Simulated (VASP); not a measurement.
# KCl (Sylvite) (Fm-3m) in VASP: notebook

One crystal, KCl (Sylvite), is run at these levels: PBEsol; tasks: relaxation of the atoms.

Program: VASP 6.6.1. These are calculated values, not measurements. Logs are shortened: lines on timing, memory, paths and dates and some standing lists are left out, and cuts for length are marked.

**What was measured.**

A printed reference work, monograph reports, for a bulk crystal of KCl: band gap 8.68 eV.

The runs below are set against these values where they give the same quantity.

## Step 1: The crystal as given

It takes space group Fm-3m (No. 225, cubic). The conventional cell has a = 6.254 Å, b = 6.254 Å, c = 6.254 Å, α = 90.00°, β = 90.00°, γ = 90.00°. K (site symmetry m-3m) is surrounded by 6 Cl at 3.13 Å. Around Cl (site symmetry m-3m) lie 6 K at 3.13 Å.

## Step 2: Relaxation of the atoms, PBEsol (a relaxed cell with its volume scaled by 0.94)

INCAR

```
SYSTEM = KCl
PREC = Accurate
ENCUT = 600
EDIFF = 1E-7
ISMEAR = 0
SIGMA = 0.03
LREAL = .False.
LASPH = .True.
NELM = 80
ALGO = Normal
ISIF = 2
LWAVE = .False.
LCHARG = .False.
GGA = PS
IBRION = 2
NSW = 40
EDIFFG = -0.01
```

KPOINTS

```
Automatic mesh
0
Gamma
  8 8 8
  0 0 0
```

POSCAR

```
KCl                                     
1.0
    0.0000000000      3.0631618639      3.0631618639
    3.0631618639      0.0000000000      3.0631618639
    3.0631618639      3.0631618639      0.0000000000
  K               Cl            
     1     1
Direct
     0.0000000000000000    0.0000000000000000    0.0000000000000000
     0.5000000000000000    0.5000000000000000    0.5000000000000000
```

Potentials or basis: VASP PAW PBE potentials, release 64 (K_sv, Cl).

Started as:

```console
cat potpaw_PBE.64/K_sv/POTCAR potpaw_PBE.64/Cl/POTCAR > POTCAR
mpirun -np 1 vasp_std > vasp.out
```

OUTCAR:

```text
SYSTEM = KCl
   PREC = Accurate
   ENCUT = 600
   EDIFF = 1E-7
   ISMEAR = 0
   LREAL = .False.
   LASPH = .True.
   NELM = 80
   ISIF = 2
   GGA = PS
   IBRION = 2
   NSW = 40
   EDIFFG = -0.01

 ion  position               nearest neighbor table
   1  0.000  0.000  0.000-   2 3.06   2 3.06   2 3.06   2 3.06   2 3.06   2 3.06
   2  0.500  0.500  0.500-   1 3.06   1 3.06   1 3.06   1 3.06   1 3.06   1 3.06

  LATTYP: Found a face centered cubic cell.
 ALAT       =     6.1263237278

  Lattice vectors:

 A1 = (   0.0000000000,   3.0631618639,   3.0631618639)
 A2 = (   3.0631618639,   0.0000000000,   3.0631618639)
 A3 = (   3.0631618639,   3.0631618639,   0.0000000000)

Analysis of symmetry for initial positions (statically):
=====================================================================
 Subroutine PRICEL returns:
 Original cell was already a primitive cell.

 Routine SETGRP: Setting up the symmetry group for a
 face centered cubic supercell.

 Subroutine GETGRP returns: Found 48 space group operations
 (whereof 48 operations were pure point group operations)
 out of a pool of 48 trial point group operations.

The static configuration has the point symmetry O_h .

Analysis of symmetry for dynamics (positions and initial velocities):
=====================================================================
 Subroutine PRICEL returns:
 Original cell was already a primitive cell.

 Routine SETGRP: Setting up the symmetry group for a
 face centered cubic supercell.

 Subroutine GETGRP returns: Found 48 space group operations
 (whereof 48 operations were pure point group operations)
 out of a pool of 48 trial point group operations.

The dynamic configuration has the point symmetry O_h .

 Subroutine INISYM returns: Found 48 space group operations
 (whereof 48 operations are pure point group operations),
 and found     1 'primitive' translations

----------------------------------------------------------------------------------------

                                     Primitive cell

  volume of cell :      57.4831

  direct lattice vectors                    reciprocal lattice vectors
     0.000000000  3.063161864  3.063161864    -0.163230029  0.163230029  0.163230029
     3.063161864  0.000000000  3.063161864     0.163230029 -0.163230029  0.163230029
     3.063161864  3.063161864  0.000000000     0.163230029  0.163230029 -0.163230029

[... 93 lines left out ...]
   PSTRESS=    0.0 pullay stress
   NELECT =      16.0000    total number of electrons
   NUPDOWN=      -1.0000    fix difference up-down
   EMIN   =  10.00;   EMAX   =-10.00  energy-range for DOS
   EFERMI =   0.00;   METHOD = LEGACY
   ISMEAR =     0;   SIGMA  =   0.03  broadening in eV -4-tet -1-fermi 0-gaus
   EFERMI_NEDOS =   21; number of points for ismear=-14 and -15
   IALGO  =     38    algorithm
   IMIX   =      4    mixing-type and parameters
     AMIX     =   0.40;   BMIX     =  1.00
     AMIX_MAG =   1.60;   BMIX_MAG =  1.00
  volume/ion in A,a.u.               =      28.74       193.96
  Fermi-wavevector in a.u.,A,eV,Ry     =   1.068895  2.019918 15.545141  1.142536
  Thomas-Fermi vector in A             =   2.204557
   LORBIT       =      0    0 simple, 1 ext, 2 COOP (PROOUT), +10 PAW based schemes
   GGA     = PS    functional components
   LHFCALC =     F    Hartree Fock is set to
   AEXX    =    0.0000 exact exchange contribution
   IVDW    =     0    specifies the selected vdW correction
   LEPSILON=     F    determine dielectric tensor
   LRPA    =     F    only Hartree local field effects (RPA)
 conjugate gradient relaxation of ions
 non-spin polarized calculation
 Gauss-broadening in eV      SIGMA  =   0.03
  energy-cutoff  :      600.00
  volume of cell :       57.48
 maximum number of plane-waves:      1936
   NGX = 17   NGY = 17   NGZ = 17

 number of electron      15.9999999 magnetization

 Free energy of the ion-electron system (eV)
  ---------------------------------------------------
  ext. energy  EPLUGINS =         0.00000000
  ---------------------------------------------------
  free energy    TOTEN  =        -7.00918303 eV

  energy without entropy =       -7.00918303  energy(sigma->0) =       -7.00918303

 E-fermi :  -1.4041     XC(G=0):  -8.0739

 val. band max:       -1.5686245804   @ k =   0.0000   0.0000   0.0000
 cond. band min:       3.7214625497   @ k =   0.0000   0.0000   0.0000
 fundamental gap:      5.2900871300
 Fermi energy:        -1.4041206192

 k-point     1 :       0.0000    0.0000    0.0000
  band No.  band energies     occupation
      1     -28.4268      2.00000
      2     -13.7596      2.00000
      3     -11.9556      2.00000
      4     -11.9556      2.00000
      5     -11.9556      2.00000
      6      -1.5686      2.00000
      7      -1.5686      2.00000
      8      -1.5686      2.00000
      9       3.7215      0.00000
     10       6.7431      0.00000
     11       6.7431      0.00000
     12       6.7431      0.00000
[... 331 lines left out ...]
 k-point    24 :      -0.3750    0.2500    0.1250
  band No.  band energies     occupation
      1     -28.4074      2.00000
      2     -13.8750      2.00000
      3     -12.0329      2.00000
      4     -12.0019      2.00000
      5     -11.7768      2.00000
      6      -2.5500      2.00000
      7      -2.0396      2.00000
      8      -1.9708      2.00000
      9       6.3078      0.00000
     10       6.8422      0.00000
     11       8.7748      0.00000
     12       8.8215      0.00000

 [... further k-points ...]

------------------------ aborting loop because EDIFF is reached ----------------------------------------

  FORCE on cell =-STRESS in cart. coord.  units (eV):
  Direction    XX          YY          ZZ          XY          YZ          ZX
  --------------------------------------------------------------------------------------
  -------------------------------------------------------------------------------------
  Total        0.4731985      0.4731985      0.4731985      0.0000000      0.0000000     -0.0000000
  in kB       13.1890684     13.1890684     13.1890684      0.0000000      0.0000000     -0.0000000
  external PRESSURE =      13.1890684 kB  Pullay stress =       0.0000000 kB

 VOLUME and BASIS-vectors are now :
 -----------------------------------------------------------------------------
  energy-cutoff  :      600.00
  volume of cell :       57.48
      direct lattice vectors                 reciprocal lattice vectors
     0.000000000  3.063161864  3.063161864    -0.163230029  0.163230029  0.163230029
     3.063161864  0.000000000  3.063161864     0.163230029 -0.163230029  0.163230029
     3.063161864  3.063161864  0.000000000     0.163230029  0.163230029 -0.163230029

 POSITION                                       TOTAL-FORCE (eV/Angst)
 -----------------------------------------------------------------------------------
      0.00000      0.00000      0.00000        -0.000000     -0.000000     -0.000000
      3.06316      3.06316      3.06316         0.000000      0.000000      0.000000
 -----------------------------------------------------------------------------------
    total drift:                                0.000000      0.000000      0.000000

  FREE ENERGIE OF THE ION-ELECTRON SYSTEM (eV)
  ---------------------------------------------------
  free  energy   TOTEN  =        -7.0091830286 eV

  energy  without entropy=       -7.0091830286  energy(sigma->0) =       -7.00918303

 reached required accuracy - stopping structural energy minimisation
```

CONTCAR:

```text
KCl
   1.00000000000000
     0.0000000000000000    3.0631618639000000    3.0631618639000000
     3.0631618639000000    0.0000000000000000    3.0631618639000000
     3.0631618639000000    3.0631618639000000    0.0000000000000000
  K               Cl
     1     1
Direct
     0.0000000000000000    0.0000000000000000    0.0000000000000000
     0.5000000000000000    0.5000000000000000    0.5000000000000000

  0.00000000E+00  0.00000000E+00  0.00000000E+00
  0.00000000E+00  0.00000000E+00  0.00000000E+00
```

Wall time 11 s (1 thread of Intel Xeon 6975P-C (Granite Rapids), shared host); peak memory 0.21 GiB.

Results:

- Free energy: -7.0092 eV
- Pressure after relaxing: 1.3 GPa
- Band gap on the k mesh: 5.29 eV, direct

Final structure:
```xyz
2
Lattice="0.0000 3.0632 3.0632 3.0632 0.0000 3.0632 3.0632 3.0632 0.0000" Properties=species:S:1:pos:R:3 pbc="T T T"
K     0.0000    0.0000    0.0000
Cl    3.0632    3.0632    3.0632
```

Caveat: the relaxation stopped at its first step, so nothing moved; the PAW data sets were made with another functional, which shifts forces and pressure a little. A k mesh can miss the band edges.

## Step 3: Relaxation of the atoms, PBEsol (a relaxed cell with its volume scaled by 0.96)

INCAR is that of step 2.

KPOINTS is that of step 2.

POSCAR

```
KCl                                     
1.0
    0.0000000000      3.0847341371      3.0847341371
    3.0847341371      0.0000000000      3.0847341371
    3.0847341371      3.0847341371      0.0000000000
  K               Cl            
     1     1
Direct
     0.0000000000000000    0.0000000000000000    0.0000000000000000
     0.5000000000000000    0.5000000000000000    0.5000000000000000
```

Potentials or basis: VASP PAW PBE potentials, release 64 (K_sv, Cl).

Started as:

```console
cat potpaw_PBE.64/K_sv/POTCAR potpaw_PBE.64/Cl/POTCAR > POTCAR
mpirun -np 1 vasp_std > vasp.out
```

OUTCAR:

```text
SYSTEM = KCl
   PREC = Accurate
   ENCUT = 600
   EDIFF = 1E-7
   ISMEAR = 0
   LREAL = .False.
   LASPH = .True.
   NELM = 80
   ISIF = 2
   GGA = PS
   IBRION = 2
   NSW = 40
   EDIFFG = -0.01

 ion  position               nearest neighbor table
   1  0.000  0.000  0.000-   2 3.08   2 3.08   2 3.08   2 3.08   2 3.08   2 3.08
   2  0.500  0.500  0.500-   1 3.08   1 3.08   1 3.08   1 3.08   1 3.08   1 3.08

  LATTYP: Found a face centered cubic cell.
 ALAT       =     6.1694682742

  Lattice vectors:

 A1 = (   0.0000000000,   3.0847341371,   3.0847341371)
 A2 = (   3.0847341371,   0.0000000000,   3.0847341371)
 A3 = (   3.0847341371,   3.0847341371,   0.0000000000)

Analysis of symmetry for initial positions (statically):
=====================================================================
 Subroutine PRICEL returns:
 Original cell was already a primitive cell.

 Routine SETGRP: Setting up the symmetry group for a
 face centered cubic supercell.

[... 178 lines left out ...]
      2     -13.8246      2.00000
      3     -12.0943      2.00000
      4     -12.0943      2.00000
      5     -12.0943      2.00000
      6      -1.6612      2.00000
      7      -1.6612      2.00000
      8      -1.6612      2.00000
      9       3.5563      0.00000
     10       6.6488      0.00000
     11       6.6488      0.00000
     12       6.6488      0.00000
[... 331 lines left out ...]
 k-point    24 :      -0.3750    0.2500    0.1250
  band No.  band energies     occupation
      1     -28.5485      2.00000
      2     -13.9334      2.00000
      3     -12.1656      2.00000
      4     -12.1370      2.00000
      5     -11.9247      2.00000
      6      -2.6112      2.00000
      7      -2.1166      2.00000
      8      -2.0462      2.00000
      9       6.1722      0.00000
     10       6.7032      0.00000
     11       8.5868      0.00000
     12       8.6485      0.00000

 [... further k-points ...]

------------------------ aborting loop because EDIFF is reached ----------------------------------------

  FORCE on cell =-STRESS in cart. coord.  units (eV):
  Direction    XX          YY          ZZ          XY          YZ          ZX
  --------------------------------------------------------------------------------------
  -------------------------------------------------------------------------------------
  Total        0.3014747      0.3014747      0.3014747     -0.0000000      0.0000000      0.0000000
  in kB        8.2276965      8.2276965      8.2276965     -0.0000000      0.0000000      0.0000000
  external PRESSURE =       8.2276965 kB  Pullay stress =       0.0000000 kB

 VOLUME and BASIS-vectors are now :
 -----------------------------------------------------------------------------
  energy-cutoff  :      600.00
  volume of cell :       58.71
      direct lattice vectors                 reciprocal lattice vectors
     0.000000000  3.084734137  3.084734137    -0.162088523  0.162088523  0.162088523
     3.084734137  0.000000000  3.084734137     0.162088523 -0.162088523  0.162088523
     3.084734137  3.084734137  0.000000000     0.162088523  0.162088523 -0.162088523

 POSITION                                       TOTAL-FORCE (eV/Angst)
 -----------------------------------------------------------------------------------
      0.00000      0.00000      0.00000         0.000000      0.000000      0.000000
      3.08473      3.08473      3.08473        -0.000000     -0.000000     -0.000000
 -----------------------------------------------------------------------------------
    total drift:                                0.000000      0.000000      0.000000

  FREE ENERGIE OF THE ION-ELECTRON SYSTEM (eV)
  ---------------------------------------------------
  free  energy   TOTEN  =        -7.0173441309 eV

  energy  without entropy=       -7.0173441309  energy(sigma->0) =       -7.01734413

 reached required accuracy - stopping structural energy minimisation
```

CONTCAR:

```text
KCl
   1.00000000000000
     0.0000000000000000    3.0847341370999999    3.0847341370999999
     3.0847341370999999    0.0000000000000000    3.0847341370999999
     3.0847341370999999    3.0847341370999999    0.0000000000000000
  K               Cl
     1     1
Direct
     0.0000000000000000    0.0000000000000000    0.0000000000000000
     0.5000000000000000    0.5000000000000000    0.5000000000000000

  0.00000000E+00  0.00000000E+00  0.00000000E+00
  0.00000000E+00  0.00000000E+00  0.00000000E+00
```

Wall time 11 s (1 thread of Intel Xeon 6975P-C (Granite Rapids), shared host); peak memory 0.21 GiB.

What came out:

```yaml
Free_energy: -7.0173 eV
Pressure_after_relaxing: 0.8 GPa
Band_gap_on_the_k_mesh: 5.22 eV, direct
```

Final structure:
```
CELL_PARAMETERS angstrom
0.00000 3.08473 3.08473
3.08473 0.00000 3.08473
3.08473 3.08473 0.00000
ATOMIC_POSITIONS crystal
K 0.00000 0.00000 0.00000
Cl 0.50000 0.50000 0.50000
```

Levels at points of the mesh, in eV from the valence-band top:
| k point | band 4 | band 5 | band 6 | band 7 | band 8 | band 9 | band 10 | band 11 | band 12 |
| --- | --- | --- | --- | --- | --- | --- | --- | --- | --- |
| (0.00, 0.00, 0.00) | -10.43 | -10.43 | 0.00 | 0.00 | 0.00 | 5.22 | 8.31 | 8.31 | 8.31 |
| (0.50, 0.00, 0.00) | -10.44 | -10.16 | -1.20 | -0.39 | -0.39 | 7.59 | 8.71 | 10.67 | 10.67 |
| (0.50, 0.50, 0.00) | -10.51 | -10.51 | -0.71 | -0.24 | -0.24 | 6.33 | 8.49 | 10.25 | 10.29 |

Caveat: the relaxation stopped at its first step, so nothing moved; the PAW data sets were made with another functional, which shifts forces and pressure a little. A k mesh can miss the band edges.

(Continued in part 2 of 2.)
